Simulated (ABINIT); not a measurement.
# Ti (P6_3/mmc) in ABINIT: a series of runs

One crystal, Ti, is run at these levels: HCTH407, BP86, AM05, LDA; tasks: band structure, equation of state.

All numbers are computed with ABINIT 10.8.3 (patched build); they aren't measurements. Logs are shortened: lines on timing, memory, paths and dates and some standing lists are left out, and cuts for length are marked. The log counts tension as positive stress, the text compression.

### 1 The structure

It takes space group P6_3/mmc (No. 194, hexagonal). Conventional cell: a = 2.950 Å, b = 2.950 Å, c = 4.680 Å, α = 90.00°, β = 90.00°, γ = 120.00°. Around Ti (site symmetry -6m2) lie 12 Ti at 2.89 to 2.95 Å.

### 2 Band structure, HCTH407

Input file run.abi:

```
# Datasets: ground state, then fixed potential
ndtset 2

# Pseudopotentials
pp_dirpath "./"
pseudos "Ti.GGA_PBE-JTH.xml"

# Structure
acell 3*1.0
rprim
     5.5746920676     0.0000000000     0.0000000000
    -2.7873460338     4.8278249489     0.0000000000
     0.0000000000     0.0000000000     8.8439182632
ntypat 1
znucl 22
natom 2
typat 1 1
xred
     0.6666666667     0.3333333333     0.7500000000
     0.3333333333     0.6666666667     0.2500000000

# Plane-wave basis
ecut 15.0
pawecutdg 30.0

# Exchange and correlation
ixc 27

# Bands and occupations
occopt 3
tsmear 0.05 eV

# SCF cycle
nstep 100

# Output
iomode 3
prtwf 0
prteig 0
prtebands 0
prtden1 1

# Dataset 1
kptopt1 1
ngkpt1 10 10 6
nshiftk1 1
shiftk1 0.0 0.0 0.0
nband1 16
tolvrs1 1.0e-9

# Dataset 2: bands along G-M-K-G-A-L-H-A
iscf2 -2
getden2 1
nband2 20
nbdbuf2 2
tolwfr2 1.0e-12
kptopt2 -7
ndivsm2 8
prteig2 1
kptbounds2
     0.0000000000     0.0000000000     0.0000000000
     0.5000000000     0.0000000000     0.0000000000
     0.3333333333     0.3333333333     0.0000000000
     0.0000000000     0.0000000000     0.0000000000
     0.0000000000     0.0000000000     0.5000000000
     0.5000000000     0.0000000000     0.5000000000
     0.3333333333     0.3333333333     0.5000000000
     0.0000000000     0.0000000000     0.5000000000
```

Potentials or basis: JTH PAW PBE v2.0.

Launch:

```console
abinit run.abi > log 2>&1
```

run.abo:

```text
.Version 10.8.3 of ABINIT
 DATASET    1 : space group P6_3/m m c (#194); Bravais hP (primitive hexag.)
================================================================================
 Values of the parameters that define the memory need for DATASET  1.
     intxc =       0    ionmov =       0      iscf =       7    lmnmax =      18
     lnmax =       6     mgfft =      32  mpssoang =       3    mqgrid =    3001
     natom =       2  nloc_mem =       2    nspden =       1   nspinor =       1
    nsppol =       1      nsym =      24    n1xccc =       1    ntypat =       1
    occopt =       3   xclevel =       2
       mpw =         679          nfft =       12800          nkpt =          56
 PAW method is used; the additional fine FFT grid is defined by:
   mgfftf=        45    nfftf =     40500
================================================================================
================================================================================

 DATASET    2 : space group P6_3/m m c (#194); Bravais hP (primitive hexag.)
================================================================================
 Values of the parameters that define the memory need for DATASET  2.
     intxc =       0    ionmov =       0      iscf =      -2    lmnmax =      18
     lnmax =       6     mgfft =      32  mpssoang =       3    mqgrid =    3001
     natom =       2  nloc_mem =       2    nspden =       1   nspinor =       1
    nsppol =       1      nsym =      24    n1xccc =       1    ntypat =       1
    occopt =       3   xclevel =       2
       mpw =         687          nfft =       12800          nkpt =          89
 PAW method is used; the additional fine FFT grid is defined by:
   mgfftf=        45    nfftf =     40500
================================================================================
================================================================================

--------------------------------------------------------------------------------
------------- Echo of variables that govern the present computation ------------
--------------------------------------------------------------------------------
 -outvars: echo values of preprocessed input variables --------
            acell      1.0000000000E+00  1.0000000000E+00  1.0000000000E+00 Bohr
              amu      4.78800000E+01
             ecut      1.50000000E+01 Hartree
           getden1          0
           getden2          1
             iscf1          7
             iscf2         -2
                       outvar_i_n : Printing only first  50 k-points.
              ixc          27
           jdtset        1    2
                       outvar_i_n : Printing only first  50 k-points.
           kptopt1          1
           kptopt2         -7
         kptrlatt       10    0    0      0   10    0      0    0    6
          kptrlen1     5.30635096E+01
          kptrlen2     3.00000000E+01
            natom           2
            nband1         16
            nband2         20
           nbdbuf1          0
           nbdbuf2          2
           ndtset           2
           ndivsm1          0
           ndivsm2          8
            ngfft          20      20      32
          ngfftdg          30      30      45
             nkpt1         56
             nkpt2         89
            nstep         100
             nsym          24
           ntypat           1
                       prtocc : prtvol=0, do not print more k-points.
           occopt           3
        pawecutdg      3.00000000E+01 Hartree
         pawxcdev           0
        prtebands           0
           prteig1          0
           prteig2          1
            prtwf           0
            rprim      5.5746920676E+00  0.0000000000E+00  0.0000000000E+00
[... 246 lines left out ...]

 Coarse grid specifications (used for wave-functions):

 getcut: wavevector=  0.0000  0.0000  0.0000  ngfft=  20  20  32
         ecut(hartree)=     15.000   => boxcut(ratio)=   2.05778

 Fine grid specifications (used for densities):

 getcut: wavevector=  0.0000  0.0000  0.0000  ngfft=  30  30  45
         ecut(hartree)=     30.000   => boxcut(ratio)=   2.01782
--------------------------------------------------------------------------------

================================================================================
 Non-SCF case, kpt    1 (  0.00000  0.00000  0.00000), residuals and eigenvalues=
  6.24E-13  6.20E-13  2.07E-13  9.45E-13  3.42E-13  7.07E-13  8.93E-13  1.58E-13
  9.95E-13  2.05E-13  3.80E-13  2.01E-13  3.67E-13  4.29E-13  1.31E-13  4.93E-14
  3.10E-13  1.98E-13  1.23E-13  1.70E-12
 -1.8416E+00 -1.8371E+00 -9.7844E-01 -9.5696E-01 -9.5696E-01 -9.5499E-01
 -9.5362E-01 -9.5362E-01  3.6653E-02  1.6924E-01  2.8321E-01  2.9162E-01
  2.9162E-01  2.9494E-01  3.0933E-01  3.0933E-01  3.2162E-01  3.2162E-01
  3.7465E-01  3.7465E-01
 Non-SCF case, kpt    2 (  0.03333  0.00000  0.00000), residuals and eigenvalues=
  4.11E-13  3.50E-13  2.08E-13  8.92E-13  2.04E-13  1.32E-13  1.12E-13  1.76E-13
  3.93E-13  3.11E-13  7.08E-14  5.66E-13  6.65E-13  6.37E-13  6.81E-13  5.60E-13
[... 687 lines left out ...]
  4.03E-14  4.18E-14  1.21E-13  2.86E-13  9.85E-14  9.30E-14  2.85E-13  1.65E-13
  1.74E-13  2.26E-13  1.69E-13  2.13E-13
 -1.8393E+00 -1.8393E+00 -9.6696E-01 -9.6696E-01 -9.5543E-01 -9.5543E-01
 -9.5534E-01 -9.5534E-01  1.0461E-01  1.0461E-01  2.6583E-01  2.6583E-01
  2.8823E-01  2.8823E-01  2.8903E-01  2.8903E-01  3.6239E-01  3.6239E-01
  3.6277E-01  3.6277E-01
 Non-SCF case, kpt   89 (  0.00000  0.00000  0.50000), residuals and eigenvalues=
  5.62E-13  7.30E-13  8.51E-13  4.14E-13  2.74E-13  1.54E-13  4.42E-13  7.55E-13
  1.06E-13  7.84E-14  3.57E-13  2.27E-14  2.57E-13  8.85E-14  1.00E-13  6.86E-13
  3.61E-13  3.58E-13  2.57E-13  3.88E-13
 -1.8394E+00 -1.8394E+00 -9.6694E-01 -9.6694E-01 -9.5530E-01 -9.5530E-01
 -9.5530E-01 -9.5530E-01  1.0362E-01  1.0362E-01  2.6658E-01  2.6658E-01
  2.8841E-01  2.8841E-01  2.8841E-01  2.8841E-01  3.6250E-01  3.6250E-01
  3.6250E-01  3.6250E-01

--- !ResultsGS
iteration_state: {dtset: 2, }
comment   : Summary of ground state results
lattice_vectors:
- [  5.5746921,   0.0000000,   0.0000000, ]
- [ -2.7873460,   4.8278249,   0.0000000, ]
- [  0.0000000,   0.0000000,   8.8439183, ]
lattice_lengths: [   5.57469,    5.57469,    8.84392, ]
lattice_angles: [ 90.000,  90.000, 120.000, ] # degrees, (23, 13, 12)
lattice_volume:   2.3802201E+02
convergence: {deltae:  0.000E+00, res2:  0.000E+00, residm:  1.000E-12, diffor:  0.000E+00, }
etotal    :  -1.17677035E+02
entropy   :   0.00000000E+00
fermie    :   2.62944417E-01
cartesian_stress_tensor: null
pressure_GPa: null
xred      :
- [  6.6667E-01,   3.3333E-01,   7.5000E-01, Ti]
- [  3.3333E-01,   6.6667E-01,   2.5000E-01, Ti]
cartesian_forces: null
force_length_stats: {min: null, max: null, mean: null, }
...

 Integrated electronic density in atomic spheres:
 ------------------------------------------------
 Atom  Sphere_radius  Integrated_density
    1        2.30803         10.13142124
    2        2.30803         10.13142124

================================================================================

 ----iterations are completed or convergence reached----

 Mean square residual over all n,k,spin=   43.182E-14; max=  99.999E-14
 reduced coordinates (array xred) for    2 atoms
       0.666666666667      0.333333333333      0.750000000000
       0.333333333333      0.666666666667      0.250000000000

 cartesian coordinates (angstrom) at end:
    1      1.47499999898717     0.85159164648454     3.50999999759949
    2     -0.00000000000000     1.70318329296909     1.16999999919983
 length scales=  1.000000000000  1.000000000000  1.000000000000 bohr
              =  0.529177210544  0.529177210544  0.529177210544 angstroms
 Eigenvalues (hartree) for nkpt=  89  k points:
 kpt#   1, nband= 20, wtk=  1.00000, kpt=  0.0000  0.0000  0.0000 (reduced coord)
  -1.84160   -1.83711   -0.97844   -0.95696   -0.95696   -0.95499   -0.95362   -0.95362
   0.03665    0.16924    0.28321    0.29162    0.29162    0.29494    0.30933    0.30933
   0.32162    0.32162    0.37465    0.37465
 kpt#   2, nband= 20, wtk=  1.00000, kpt=  0.0333  0.0000  0.0000 (reduced coord)
  -1.84157   -1.83710   -0.97836   -0.95713   -0.95702   -0.95502   -0.95380   -0.95365
   0.03778    0.17014    0.28107    0.28804    0.29240    0.29803    0.30872    0.31002
   0.32074    0.32097    0.37499    0.37803
 kpt#   3, nband= 20, wtk=  1.00000, kpt=  0.0667  0.0000  0.0000 (reduced coord)
  -1.84146   -1.83705   -0.97812   -0.95763   -0.95719   -0.95512   -0.95432   -0.95371
   0.04114    0.17281    0.27531    0.28260    0.29472    0.30202    0.30707    0.31208
   0.31861    0.31913    0.37596    0.38711
 kpt#   4, nband= 20, wtk=  1.00000, kpt=  0.1000  0.0000  0.0000 (reduced coord)
  -1.84128   -1.83698   -0.97772   -0.95844   -0.95745   -0.95530   -0.95515   -0.95382
   0.04667    0.17707    0.26722    0.27639    0.29854    0.30323    0.30736    0.31545
   0.31590    0.31631    0.37738    0.39995
 kpt#   5, nband= 20, wtk=  1.00000, kpt=  0.1333  0.0000  0.0000 (reduced coord)
[... 325 lines left out ...]
   0.11227    0.11227    0.26081    0.26081    0.28623    0.28623    0.29391    0.29391
   0.36159    0.36159    0.36510    0.36510
 kpt#  87, nband= 20, wtk=  1.00000, kpt=  0.0392  0.0392  0.5000 (reduced coord)
  -1.83926   -1.83926   -0.96703   -0.96703   -0.95580   -0.95580   -0.95546   -0.95546
   0.10753    0.10754    0.26376    0.26377    0.28759    0.28759    0.29089    0.29089
   0.36207    0.36207    0.36362    0.36362
 kpt#  88, nband= 20, wtk=  1.00000, kpt=  0.0196  0.0196  0.5000 (reduced coord)
  -1.83934   -1.83934   -0.96696   -0.96696   -0.95543   -0.95543   -0.95534   -0.95534
   0.10461    0.10461    0.26583    0.26583    0.28823    0.28823    0.28903    0.28903
   0.36239    0.36239    0.36277    0.36277
 kpt#  89, nband= 20, wtk=  1.00000, kpt=  0.0000  0.0000  0.5000 (reduced coord)
  -1.83937   -1.83937   -0.96694   -0.96694   -0.95530   -0.95530   -0.95530   -0.95530
   0.10362    0.10362    0.26658    0.26658    0.28841    0.28841    0.28841    0.28841
   0.36250    0.36250    0.36250    0.36250

== END DATASET(S) ==============================================================
================================================================================

 -outvars: echo values of variables after computation  --------
            acell      1.0000000000E+00  1.0000000000E+00  1.0000000000E+00 Bohr
           etotal1    -1.1767703522E+02
            fcart1     7.7281979073E-27 -2.6771262852E-27 -0.0000000000E+00
                      -7.7281979073E-27  2.6771262852E-27 -0.0000000000E+00
            rprim      5.5746920676E+00  0.0000000000E+00  0.0000000000E+00
                      -2.7873460338E+00  4.8278249489E+00  0.0000000000E+00
                       0.0000000000E+00  0.0000000000E+00  8.8439182632E+00
           strten1     1.0627358267E-04  1.0627358192E-04  7.2447401124E-05
                       0.0000000000E+00  0.0000000000E+00  0.0000000000E+00
           xangst      1.4749999990E+00  8.5159164648E-01  3.5099999976E+00
                      -2.9598923428E-17  1.7031832930E+00  1.1699999992E+00
             xred      6.6666666667E-01  3.3333333333E-01  7.5000000000E-01
                       3.3333333333E-01  6.6666666667E-01  2.5000000000E-01
 Calculation completed.
```

Wall time 43 s (1 thread of Arm Neoverse V1, shared host); peak memory 0.11 GiB.

What came out:

| Quantity | Value |
| --- | --- |
| Free energy | -3202.1553 eV |
| Pressure | -2.8 GPa |
| Band gap on the k mesh | none (metal or under the smearing width) |
| Valence electrons inside the program's atomic spheres | Ti 10.13 (radii [1.2214] Å) |

Stress tensor (GPa, compression positive):
```
-3.13  0.00  0.00
 0.00 -3.13  0.00
 0.00  0.00 -2.13
```

Levels at the corners of the path, in eV from the Fermi level:
| point | band 10 | band 11 | band 12 | band 13 | band 14 | band 15 |
| --- | --- | --- | --- | --- | --- | --- |
| Γ | -2.55 | 0.55 | 0.78 | 0.78 | 0.87 | 1.26 |
| M | -2.15 | -1.84 | -0.69 | 0.49 | 0.61 | 1.11 |
| K | -1.47 | -1.27 | -1.27 | 0.24 | 0.24 | 1.39 |
| Γ | -2.55 | 0.55 | 0.78 | 0.78 | 0.87 | 1.26 |
| A | -4.34 | 0.10 | 0.10 | 0.69 | 0.69 | 0.69 |
| L | -2.52 | -0.73 | -0.73 | 1.22 | 1.22 | 1.69 |
| H | -1.35 | -1.00 | -1.00 | -0.13 | -0.13 | 1.61 |
| A | -4.34 | 0.10 | 0.10 | 0.69 | 0.69 | 0.69 |

Caveat: the PAW data sets were made with another functional, which shifts forces and pressure a little.

(Part 1 of 2 ends here.)
